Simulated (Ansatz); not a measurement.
Runs of Ansatz 0.2.0 on CdSe. Symmetry: Fm-3m, No. 225, cubic system. Conventional cell: a = 5.748 Å, b = 5.748 Å, c = 5.748 Å, α = 90.00°, β = 90.00°, γ = 90.00°. Cd (site symmetry m-3m) has 6 Se at 2.87 Å as nearest neighbours. Se (site symmetry m-3m) is surrounded by 6 Cd at 2.87 Å. Measurements of this composition are mostly on another form, of space group No. 186.

| task | level | potentials or basis | spin | cell | k mesh | cutoff (eV) | smearing | atoms under strain | other keys | mesh quality | gap on the mesh (eV) | pressure (GPa) |
| --- | --- | --- | --- | --- | --- | --- | --- | --- | --- | --- | --- | --- |
| density of states | r2SCAN0+D3(BJ) | Ansatz PAW polarizable | off | as given | 4 × 4 × 4 | 500 | gaussian 0.02 eV | - | - | coarse | (a) | -4.2 |
| elastic constants | LDA+D4 | Ansatz PAW earlier set | off | as given | 7 × 7 × 7 | 620 | methfessel-paxton 0.1 eV | clamped | hamiltonian.xc = lda | not flagged | none | -8.6 |
| atomic charges | r2SCAN+rVV10 | PseudoDojo standard (PBE files) | SOC, no magnetisation | as given | 8 × 8 × 8 | 1388 | tetrahedron | - | - | not flagged | none | - |
| electron localisation function | r2SCAN50 | Ansatz PAW | off | volume scaled by 1.25 | 4 × 4 × 4 | 500 | methfessel-paxton 0.025 eV | - | - | coarse | (b) | -11.3 |
| single point | HSE06+D4 | Ansatz PAW earlier set | off | volume scaled by 0.96 | 5 × 5 × 5 | 580 | gaussian 0.02 eV | - | - | not flagged | 0.88 | -1.8 |

Question: Fill in the values left out.

Answer: (a) 1.40; (b) 2.49.

Caveats: some runs use coarse meshes; the PAW data sets come from PBE, with cores solved anew for the run's functional, which leaves a small shift of forces and pressure (some runs); the thresholds are loose for stress (some runs); the dispersion damping was fitted for another functional or another form of the correction (some runs); pairwise dispersion overbinds metals, which lowers pressure and volume (some runs); the cell is more than 3 GPa from zero pressure, which shifts response properties (some runs); elastic constants of metals need much finer meshes, so these are rough (some runs); the rVV10 pressure on norm-conserving files is uncertain (some runs).

A k mesh can miss the band edges, and rows without SOC leave out spin-orbit coupling on Cd, Se.

A gap of «none» marks a metal or a gap under the smearing width.

Runs at the PBE level aren't shown here.
